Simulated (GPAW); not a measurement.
Consider SiC (monolayer).

```xyz
14
Lattice="-1.5500 8.0540 0.0000 -7.7500 2.6847 0.0000 0.0000 0.0000 10.4000" Properties=species:S:1:pos:R:3
Si    0.0000    0.0000    5.2000
Si   -1.5500    2.6847    5.2000
Si   -4.6500    2.6847    5.2000
Si   -3.1000    5.3694    5.2000
Si   -6.2000    5.3694    5.2000
Si   -4.6500    8.0540    5.2000
Si   -7.7500    8.0540    5.2000
C    -6.2000    3.5796    5.2000
C    -7.7500    6.2643    5.2000
C    -3.1000    3.5796    5.2000
C    -1.5500    6.2643    5.2000
C    -4.6500    6.2643    5.2000
C    -1.5500    0.8949    5.2000
C    -6.2000    8.9489    5.2000
```

Absorber: atom 8, with 3 Si at 1.79 Å (trigonal planar). Method: GPAW, PBE, excited-electron core hole (neutral cell), 14-atom cell with 8.2 Å between holes, 3×3×1 k points, dipole transitions, Gaussian full width 0.9 eV up to 4 eV, rising linearly to 3.5 eV at 25 eV.

Question: Predict the near-edge structure at the C K edge.

Main maxima up to 19 eV above the zero (height): 0.4 eV (0.89), 1.6 eV (1.75), 2.9 eV (1.87), 5.5 eV (1.40), 9.3 eV (1.08), 10.9 eV (1.12) and 18.4 eV (1.09). A K edge sees empty p states; at this planar three-fold site the curve for the electric vector normal to the plane peaks at 0.3 eV, where it is mainly π* that absorbs: that direction carries over 70 % of the weight there. The total-energy difference is 290.29 eV. One term is added: -6.71 eV, since the hole is spin-paired here and a spin-polarised one costs that much less in the free atom (computed apart). The photon energy is then 283.58 eV. The functional leaves an error of a few eV in such absolute values.

The C K spectrum (energy from the bottom of the conduction band, which holds the excited electron; intensity scaled to a mean of 1 over the first 19 eV):

```
E (eV)  isotropic  ε ∥ x  ε ∥ z
  -2.0       0.00   0.00   0.00
  -1.0       0.01   0.00   0.03
   0.0       0.66   0.01   1.96
   1.0       0.99   0.73   1.51
   2.0       1.59   1.51   1.74
   3.0       1.87   2.08   1.43
   4.0       1.12   1.64   0.07
   5.0       1.30   1.42   1.08
   6.0       1.22   1.23   1.19
   7.0       0.77   0.94   0.45
   8.0       0.97   1.18   0.56
   9.0       1.07   1.11   0.98
  10.0       1.04   1.11   0.91
  11.0       1.12   1.07   1.20
  12.0       0.83   0.68   1.12
  13.0       0.57   0.38   0.94
  14.0       0.52   0.45   0.64
  15.0       0.52   0.50   0.55
  16.0       0.58   0.58   0.58
  17.0       0.82   0.89   0.67
  18.0       1.06   1.22   0.73
  19.0       1.04   1.21   0.71
  20.0       0.86   0.96   0.65
```

Some eV above the zero the states pass the vacuum level, and features normal to the sheet may then be states of the box. The mesh is coarse (0.29 Å⁻¹ between points), so small maxima may be mesh ripples.

[Banner, clock and machine lines of the logs are left out without a mark of their own.]

[Logs are printed without paths, hosts, clocks, repeated set-up lines and the standing remarks that a program may print on its own settings, such as how far it seeks lower states.]

[Hosts, paths, dates, database ids (printed as entryN), source tags and the programs' standing remarks are cut or masked in the printed files.]

[Lists of maxima count a maximum above −3 eV only where it reaches 4 % of the highest in the window and stands out from its surroundings by 2 % of it (1.5 % where it reaches 55 %); shoulders and weaker maxima are passed over, and of the rest the first, up to two pre-edge ones and the few strongest are named.]
